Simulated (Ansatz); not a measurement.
The cell comes from COD entry 9008837, which wasn't checked; take it as a given geometry. It differs from other determinations.

A run of Ansatz 0.2.0 printed the following.

```
Be: projections on atomic orbitals take those of the free atom 1s2 2s2, of charge +0.00 (hamiltonian.pseudopotentials.projection_atoms)
Se: projections on atomic orbitals take those of the free atom 1s2 2s2 2p6 3s2 3p6 3d10 4s2 4p4, of charge +0.00 (hamiltonian.pseudopotentials.projection_atoms)
LAPW: plane waves up to 8.637 Å⁻¹, error target 5.0e-4 eV per atom; small_component_spin mean_spin; Be in spheres of 0.910 Å, 4 of its electrons in bands, Dirac shells []; Se in spheres of 1.286 Å, 24 of its electrons in bands, Dirac shells []
Engine: ansatz 0.2.0
Pseudopotentials: kind: all_electron
Pseudopotential: Be, LAPW, valence charge 4, Koelling and Harmon's equation, gaussian nucleus
Pseudopotential: Se, LAPW, valence charge 24, Koelling and Harmon's equation, gaussian nucleus
Functional definition: PBE
  parameter kappa = 0.804
  parameter beta = 0.06672455060314922
  exchange = pbe_x(kappa = kappa, mu = beta*pi^2/3)
  correlation = pbe_c(beta = beta)
Crystal: 2 atoms, lattice volume = 32.581 Å³
Basis set: ecut = 284.2114147959217 eV, 339 PW (Γ), exchange–correlation at level 2
Bands: 18, of which v1, the nominal top of the filled ones, is band 14 counted from 1 (13 counted from 0)
Symmetry: 24 space group operations
Space group: F-43m (ITA 216), of the structure as read, at distance tolerance 3.2e-5 Å
k-points: 47 of 1000 (time reversal used)
Non-local potential: Be, projectors of the file, none
Non-local potential: Se, projectors of the file, none
Initial density: superposition of atomic densities (chi_scale 0.1, normalization cell, long waves kept (reshape's long-wave potential 0.00 eV rms))
Initial wavefunctions: plane waves of lowest kinetic energy (no species holds an atomic orbital)
Functional: x = pbe(κ = 0.804, μ = 0.2195149727645171), c = pbe(β = 0.06672455060314922)
iter 1 solved again at ethr=1.64e-3 eV; its pass at ethr=1.00e-1 eV (dr2=4.61e-1 eV) is discarded
SCF iter   1: F=—  HF=-66529.256266 eV  |F-HF|=—  |Δ(HF+E_count)|=         —  Δρ=3.43e-2  dr2=4.62e-1  ethr=1.64e-3  ⟨swp⟩=2.0  Hψ=5679  notcnv=0
preconditioner: auto → none  [insulator: Δε(μ)=2.699 eV  Ē_g=12.448 eV  σ=0.030 eV  W_gap=1.00  n_scr=14 (ndim 8)  ℏωp=18.4 eV  f_vac=0.000  D(μ)=0.00/eV (n_scr^D=0)  ε∞_Penn≈3.2]
SCF iter   2: F=—  HF=-66529.148914 eV  |F-HF|=—  |Δ(HF+E_count)|=   1.07e-1  Δρ=1.43e-2  dr2=7.58e-2  ethr=1.64e-3  ⟨swp⟩=2.3  Hψ=2557  notcnv=0
iter 3 solved again at ethr=1.66e-6 eV; its pass at ethr=2.71e-4 eV (dr2=4.66e-4 eV) is discarded
SCF iter   3: F=—  HF=-66529.139009 eV  |F-HF|=—  |Δ(HF+E_count)|=   9.91e-3  Δρ=1.15e-3  dr2=4.70e-4  ethr=1.66e-6  ⟨swp⟩=2.0  Hψ=4309  notcnv=0
SCF iter   4: F=—  HF=-66529.139424 eV  |F-HF|=—  |Δ(HF+E_count)|=         —  Δρ=2.31e-4  dr2=2.43e-5  ethr=1.66e-6  ⟨swp⟩=2.7  Hψ=2403  notcnv=0
the basis was enlarged: its passes take 188.7 KiB over the memory plan, 1 of 1 planned eigensolver slots
SCF iter   5: F=—  HF=-66529.139397 eV  |F-HF|=—  |Δ(HF+E_count)|=   2.70e-5  Δρ=4.40e-5  dr2=3.86e-7  ethr=8.68e-8  ⟨swp⟩=2.0  Hψ=2350  notcnv=0
SCF iter   6: F=-66529.139399 eV  HF=-66529.139399 eV  |F-HF|=1.94e-8  |Δ(HF+E_count)|=   1.37e-6  Δρ=1.11e-5  dr2=3.59e-8  ethr=1.38e-9  ⟨swp⟩=3.0  Hψ=2538  notcnv=0
SCF 1 converged in 6 iterations: F = -66529.139399 eV  dr2 = 3.59e-8
NSCF: frozen V_eff on 99 k-points
SCF converged after 6 iterations
Free energy (F): -66529.139399 eV
Harris-Foulkes:  -66529.139399 eV  (|F-HF|=1.94e-8)
Internal energy: -66529.139399 eV  (E = F + TS)
E sigma→0 (E₀):  -66529.139399 eV
Fermi energy:    9.386195 eV
--- Per-component energies (eV) ---
  E_band       = -1776.402470
  E_kinetic    = 68096.603721
  E_xc         = -2475.866652
  E_electrostatic = -132149.876467  (all electrons and nuclei)
  E_smearing   = -0.000000  (= −TS)
  E_closure    = 0.000000  (closes the sum)
  E_atoms      = -66520.352722  (free atoms, spherical and without spin; not in F)
  Σ components = -66529.139399   (vs F -66529.139399, Δ=0.00e0)
  Basis errors (estimates in eV, not in F): energy 2.6e-4 per atom: plane waves 2.4e-4 (1.4e-4 summed), levels above the bands 1.1e-124, relativity 3.2e-8, radial functions 2.2e-5, core shells 4.3e-11; eigenvalues (radial functions only) 1.3e-6; not estimated: angular momenta, meshes, grids; target (lapw.basis_error) 5.0e-4; muffin-tin radii Be 0.910 Å, Se 1.286 Å
--- Forces (eV/Å), atoms counted from 1 ---
  atom   1  Be    -0.00000000     0.00000000    -0.00000000
  atom   2  Se     0.00000000     0.00000000     0.00000000
  max |Σ_I F_I| component: 5.09e-17 eV/Å
--- Stress (GPa, compression-positive) ---
        5.346612      -0.000000      -0.000000
       -0.000000       5.346612       0.000000
       -0.000000       0.000000       5.346612
  P = ⅓ Tr σ = 5.3466 GPa (53.466 kbar)
--- Band table (eV; the first three rows and the last of 47) ---
  k-point 0: bands = ["-198.9493", "-138.4171", "-138.4171", "-138.4171", "-91.5454", "-38.6447", "-38.6447", "-38.6447", "-38.6377", "-38.6377", "-5.9714", "8.1179", "8.1179", "8.1179", "12.8136", "13.1319", "13.1319", "13.1319"]
  k-point 1: bands = ["-198.9493", "-138.4171", "-138.4171", "-138.4171", "-91.5453", "-38.6446", "-38.6446", "-38.6446", "-38.6377", "-38.6377", "-5.8661", "7.1664", "7.9664", "7.9664", "12.8560", "13.3818", "13.3818", "14.0640"]
  k-point 2: bands = ["-198.9493", "-138.4171", "-138.4171", "-138.4171", "-91.5454", "-38.6444", "-38.6443", "-38.6443", "-38.6377", "-38.6377", "-5.5667", "5.4261", "7.6289", "7.6289", "12.7900", "13.8817", "13.8817", "15.8920"]
  k-point 46: bands = ["-198.9493", "-138.4171", "-138.4171", "-138.4171", "-91.5453", "-38.6442", "-38.6434", "-38.6426", "-38.6380", "-38.6372", "-3.9814", "3.3827", "4.2747", "4.6714", "13.4662", "14.7461", "16.3555", "17.2353"]
--- Löwdin populations: 2 sites ---
  site symbol       q [e]
     0     Be      2.6284
     1     Se     35.0356
  spilling = 0.008840 (of n_electrons = 38.000000)
```

The cell and starting positions:

```
CELL_PARAMETERS angstrom
0.00000 2.53500 2.53500
2.53500 0.00000 2.53500
2.53500 2.53500 0.00000
ATOMIC_POSITIONS crystal
Be 0.00000 0.00000 0.00000
Se 0.75000 0.75000 0.75000
```

Parts of the input that the log doesn't repeat:

```yaml
  band_path:
    path:
      - [0.0, 0.0, 0.0]
      - [-0.5, -0.5, 0.0]
      - [-0.375, -0.375, 0.25]
      - [-0.375, 0.0, 0.375]
      - [0.0, 0.0, 0.0]
      - [0.0, 0.0, 0.5]
      - [-0.5, -0.25, 0.25]
      - [-0.5, -0.5, 0.0]
    npoints: 14
output:
  forces: true
  stress: true
  eigenvalues: true
  populations: true
  dos: { projected: true, de: 0.2, e_range: [-14, 8] }
```

(1) Write the input that produced this log.

Answers

(1) 
```yaml
crystal:
  lattice:
    - [0.0, 2.535, 2.535]
    - [2.535, 0.0, 2.535]
    - [2.535, 2.535, 0.0]
  atoms:
    - { symbol: Be, position: [0.0, 0.0, 0.0] }
    - { symbol: Se, position: [0.75, 0.75, 0.75] }
kpoints:
  mp_grid: { grid: [10, 10, 10] }
  band_path:
    path:
      - [0.0, 0.0, 0.0]
      - [-0.5, -0.5, 0.0]
      - [-0.375, -0.375, 0.25]
      - [-0.375, 0.0, 0.375]
      - [0.0, 0.0, 0.0]
      - [0.0, 0.0, 0.5]
      - [-0.5, -0.25, 0.25]
      - [-0.5, -0.5, 0.0]
    npoints: 14
scf:
  occupations: { method: fermi_dirac, width: 0.03 }
hamiltonian:
  xc: pbe
  pseudopotentials: { kind: all_electron, lapw: { basis_error: 0.0005 } }
output:
  forces: true
  stress: true
  eigenvalues: true
  populations: true
  dos: { projected: true, de: 0.2, e_range: [-14, 8] }
```
This is the input that was run; digits and keys that the log doesn't show could differ in an equivalent one.
